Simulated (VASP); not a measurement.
# Pr (Fm-3m) in VASP: notebook

Aim: see how the results for Pr move with the level of theory and the settings. Levels: PBE, PBEsol. Tasks: single point, relaxation of cell and atoms.

All numbers are computed with VASP 6.6.1; they aren't measurements. Logs are shortened: lines on timing, memory, paths and dates and some standing lists are left out, and cuts for length are marked.

**1. Starting point**

It takes space group Fm-3m (No. 225, cubic). The conventional cell has a = 5.161 Å, b = 5.161 Å, c = 5.161 Å, α = 90.00°, β = 90.00°, γ = 90.00°. Around Pr (site symmetry m-3m) lie 12 Pr at 3.65 Å.

This isn't the form of Pr at room conditions, which is double hcp.

**2. Single point, PBE, collinear spin, ferromagnetic start**

Contents of run.py:

```python
from ase.calculators.vasp import Vasp
from ase.dft.bandgap import bandgap
from ase.spacegroup import crystal

atoms = crystal(
    ['Pr'],
    basis=[[0.0, 0.0, 0.0]],
    spacegroup=225,
    setting=1,
    cellpar=[5.161, 5.161, 5.161, 90.0, 90.0, 90.0],
    primitive_cell=True,
)
atoms.set_initial_magnetic_moments([2.0])
calc = Vasp(
    directory='calc',
    xc='pbe',
    pp='PBE',
    setups={'base': 'minimal', 'Pr': '_3'},
    prec='Accurate',
    encut=600,
    ediff=1e-06,
    ismear=0,
    sigma=0.02,
    lreal=False,
    lasph=True,
    nelm=150,
    algo='Normal',
    isif=2,
    lwave=False,
    lcharg=False,
    ispin=2,
    lorbit=11,
    lmaxmix=6,
    kpts=[9, 9, 9],
    gamma=True,
)
atoms.calc = calc

print('energy (eV):', atoms.get_potential_energy())
print('free energy (eV):', atoms.get_potential_energy(force_consistent=True))
print('forces (eV/A):')
print(atoms.get_forces())
print('stress (eV/A^3, Voigt):', atoms.get_stress())
print('Fermi level (eV):', calc.get_fermi_level())
print('moment (muB):', atoms.get_magnetic_moment())
print('site moments (muB):', atoms.get_magnetic_moments())
gap, top, bottom = bandgap(calc)
print('band gap (eV):', gap, 'from (spin, k, band)', top, 'to', bottom)
```

Potentials or basis: VASP PAW PBE potentials, release 64 (Pr_3), 4f in core.

Run with:

```console
> python run.py
```

The program printed:

```text
energy (eV): -4.70515666
free energy (eV): -4.70533871
forces (eV/A):
[[ 0.  0. -0.]]
stress (eV/A^3, Voigt): [-0.0139655 -0.0139655 -0.0139655  0.        -0.        -0.       ]
Fermi level (eV): 3.826761
moment (muB): -0.0035767
site moments (muB): [-0.002]
band gap (eV): 0.0 from (spin, k, band) (None, None, None) to (None, None, None)
```

OUTCAR:

```text
ENCUT = 600.000000
   EDIFF = 1.00e-06
   GGA = PE
   PREC = Accurate
   ISIF = 2
   ISMEAR = 0
   ISPIN = 2
   LORBIT = 11
   NELM = 150
   LASPH = .TRUE.
   LREAL = .FALSE.

 ion  position               nearest neighbor table
   1  0.000  0.000  0.000-

  LATTYP: Found a face centered cubic cell.
 ALAT       =     5.1610000000

  Lattice vectors:

 A1 = (   0.0000000000,   2.5805000000,   2.5805000000)
 A2 = (   2.5805000000,   0.0000000000,   2.5805000000)
 A3 = (   2.5805000000,   2.5805000000,   0.0000000000)

Analysis of symmetry for initial positions (statically):
=====================================================================
 Subroutine PRICEL returns:
 Original cell was already a primitive cell.

 Routine SETGRP: Setting up the symmetry group for a
 face centered cubic supercell.

 Subroutine GETGRP returns: Found 48 space group operations
 (whereof 48 operations were pure point group operations)
 out of a pool of 48 trial point group operations.

The static configuration has the point symmetry O_h .

Analysis of symmetry for dynamics (positions and initial velocities):
=====================================================================
 Subroutine PRICEL returns:
 Original cell was already a primitive cell.

 Routine SETGRP: Setting up the symmetry group for a
 face centered cubic supercell.

 Subroutine GETGRP returns: Found 48 space group operations
 (whereof 48 operations were pure point group operations)
 out of a pool of 48 trial point group operations.

The dynamic configuration has the point symmetry O_h .

Analysis of structural, dynamic, and magnetic symmetry:
=====================================================================
 Subroutine PRICEL returns:
 Original cell was already a primitive cell.

 Routine SETGRP: Setting up the symmetry group for a
 face centered cubic supercell.

 Subroutine GETGRP returns: Found 48 space group operations
 (whereof 48 operations were pure point group operations)
 out of a pool of 48 trial point group operations.

The overall configuration has the point symmetry O_h .

 Subroutine INISYM returns: Found 48 space group operations
 (whereof 48 operations are pure point group operations),
 and found     1 'primitive' translations

----------------------------------------------------------------------------------------

                                     Primitive cell

  volume of cell :      34.3670

  direct lattice vectors                    reciprocal lattice vectors
     0.000000000  2.580500000  2.580500000    -0.193760899  0.193760899  0.193760899
     2.580500000  0.000000000  2.580500000     0.193760899 -0.193760899  0.193760899
     2.580500000  2.580500000  0.000000000     0.193760899  0.193760899 -0.193760899

  length of vectors
     3.649378098  3.649378098  3.649378098     0.335603722  0.335603722  0.335603722

  position of ions in fractional coordinates (direct lattice)
     0.000000000  0.000000000  0.000000000

  ion indices of the primitive-cell ions
   primitive index   ion index
                 1           1

----------------------------------------------------------------------------------------

 KPOINTS: KPOINTS created by Atomic Simulation Env

Automatic generation of k-mesh.
 Grid dimensions read from file:
 generate k-points for:    9    9    9

 Generating k-lattice:

  Cartesian coordinates                     Fractional coordinates (reciprocal lattice)
    -0.021528989  0.021528989  0.021528989     0.111111111  0.000000000  0.000000000
     0.021528989 -0.021528989  0.021528989     0.000000000  0.111111111  0.000000000
[... 89 lines left out ...]
  volume/ion in A,a.u.               =      34.37       231.92
  Fermi-wavevector in a.u.,A,eV,Ry     =   1.119847  2.116203 17.062473  1.254056
  Thomas-Fermi vector in A             =   2.256489
   LORBIT       =     11    0 simple, 1 ext, 2 COOP (PROOUT), +10 PAW based schemes
   GGA     = PE    functional components
   LHFCALC =     F    Hartree Fock is set to
   AEXX    =    0.0000 exact exchange contribution
   IVDW    =     0    specifies the selected vdW correction
   LEPSILON=     F    determine dielectric tensor
   LRPA    =     F    only Hartree local field effects (RPA)
 spin polarized calculation
 Gauss-broadening in eV      SIGMA  =   0.02
  energy-cutoff  :      600.00
  volume of cell :       34.37
 maximum number of plane-waves:      1158
 NGX is ok and might be reduce to    30
   NGX = 15   NGY = 15   NGZ = 15

 number of electron      11.0000000 magnetization       0.2093554

 number of electron      11.0000000 magnetization      -0.0035767

 Free energy of the ion-electron system (eV)
  ---------------------------------------------------
  ext. energy  EPLUGINS =         0.00000000
  ---------------------------------------------------
  free energy    TOTEN  =        -4.70533871 eV

  energy without entropy =       -4.70497461  energy(sigma->0) =       -4.70515666

 E-fermi :   3.8268     XC(G=0):  -9.8058

 val. band max:        3.7666636903   @ k =  -0.4444   0.2222   0.0000
 cond. band min:       3.8272057526   @ k =   0.3333   0.2222   0.1111
 fundamental gap:      0.0605420623
 Fermi energy:         3.8267609956

 spin component 1

 k-point     1 :       0.0000    0.0000    0.0000
  band No.  band energies     occupation
      1     -32.5254      1.00000
      2     -13.8546      1.00000
      3     -13.8546      1.00000
      4     -13.8546      1.00000
      5       0.0555      1.00000
      6       5.2513      0.00000
      7       5.2513      0.00000
      8       5.2513      0.00000
      9       7.7053      0.00000
     10       7.7053      0.00000
[... 430 lines left out ...]
 k-point    35 :      -0.3333    0.4444    0.2222
  band No.  band energies     occupation
      1     -32.3107      1.00000
      2     -14.7629      1.00000
      3     -14.6040      1.00000
      4     -14.2944      1.00000
      5       2.9091      1.00000
      6       3.8862      0.00001
      7       4.4644      0.00000
      8       6.7347      0.00000
      9       9.7786      0.00000
     10      11.7213      0.00000
 Fermi energy:         3.8267609956

 spin component 2

 k-point     1 :       0.0000    0.0000    0.0000
  band No.  band energies     occupation
      1     -32.5263      1.00000
      2     -13.8557      1.00000
      3     -13.8557      1.00000
      4     -13.8557      1.00000
      5       0.0533      1.00000
      6       5.2482      0.00000
      7       5.2482      0.00000
      8       5.2482      0.00000
      9       7.7042      0.00000
     10       7.7042      0.00000
[... 430 lines left out ...]
 k-point    35 :      -0.3333    0.4444    0.2222
  band No.  band energies     occupation
      1     -32.3115      1.00000
      2     -14.7643      1.00000
      3     -14.6053      1.00000
      4     -14.2956      1.00000
      5       2.9089      1.00000
      6       3.8826      0.00004
      7       4.4610      0.00000
      8       6.7335      0.00000
      9       9.7759      0.00000
     10      11.7191      0.00000

------------------------ aborting loop because EDIFF is reached ----------------------------------------

 total charge

# of ion       s       p       d       tot
------------------------------------------
    1        2.137   5.709   0.979   8.825

 magnetization (x)

# of ion       s       p       d       tot
------------------------------------------
    1        0.000  -0.000  -0.002  -0.002

  FORCE on cell =-STRESS in cart. coord.  units (eV):
  Direction    XX          YY          ZZ          XY          YZ          ZX
  --------------------------------------------------------------------------------------
  -------------------------------------------------------------------------------------
  Total        0.4799520      0.4799520      0.4799520      0.0000000      0.0000000      0.0000000
  in kB       22.3751941     22.3751941     22.3751941      0.0000000      0.0000000      0.0000000
  external PRESSURE =      22.3751941 kB  Pullay stress =       0.0000000 kB

 VOLUME and BASIS-vectors are now :
 -----------------------------------------------------------------------------
  energy-cutoff  :      600.00
  volume of cell :       34.37
      direct lattice vectors                 reciprocal lattice vectors
     0.000000000  2.580500000  2.580500000    -0.193760899  0.193760899  0.193760899
     2.580500000  0.000000000  2.580500000     0.193760899 -0.193760899  0.193760899
     2.580500000  2.580500000  0.000000000     0.193760899  0.193760899 -0.193760899

 POSITION                                       TOTAL-FORCE (eV/Angst)
 -----------------------------------------------------------------------------------
      0.00000      0.00000      0.00000         0.000000      0.000000     -0.000000
 -----------------------------------------------------------------------------------
    total drift:                               -0.000000     -0.000000      0.000000

  FREE ENERGIE OF THE ION-ELECTRON SYSTEM (eV)
  ---------------------------------------------------
  free  energy   TOTEN  =        -4.7053387139 eV

  energy  without entropy=       -4.7049746124  energy(sigma->0) =       -4.70515666

 total charge

# of ion       s       p       d       tot
------------------------------------------
    1        2.137   5.709   0.979   8.825

 magnetization (x)

# of ion       s       p       d       tot
------------------------------------------
    1        0.000  -0.000  -0.002  -0.002
```

INCAR:

```text
ENCUT = 600.000000
SIGMA = 0.020000
EDIFF = 1.00e-06
ALGO = Normal
GGA = PE
PREC = Accurate
ISIF = 2
ISMEAR = 0
ISPIN = 2
LMAXMIX = 6
LORBIT = 11
NELM = 150
LASPH = .TRUE.
LCHARG = .FALSE.
LWAVE = .FALSE.
LREAL = .FALSE.
MAGMOM = 1*2.0000
```

Wall time 26 s (1 thread of Intel Xeon Platinum 8559C (Emerald Rapids), shared host); peak memory 0.2 GiB.

Results:

| Item | Value |
| --- | --- |
| Free energy | -4.7053 eV |
| Pressure | 2.2 GPa |
| Band gap on the k mesh | none (metal or under the smearing width) |
| Net moment | 0.00 μB per cell |
| Valence electrons inside the program's atomic spheres | Pr 8.82 |

Caveat: the magnetic or orbital state may not be the lowest; spin-orbit coupling is left out, which moves the levels of the heavy elements; the 4f electrons are frozen in the core as for a trivalent ion, so they carry no moment and show no levels. The state reached can hang on the start; a lower one may exist.

(Part 1 of 2 ends here.)
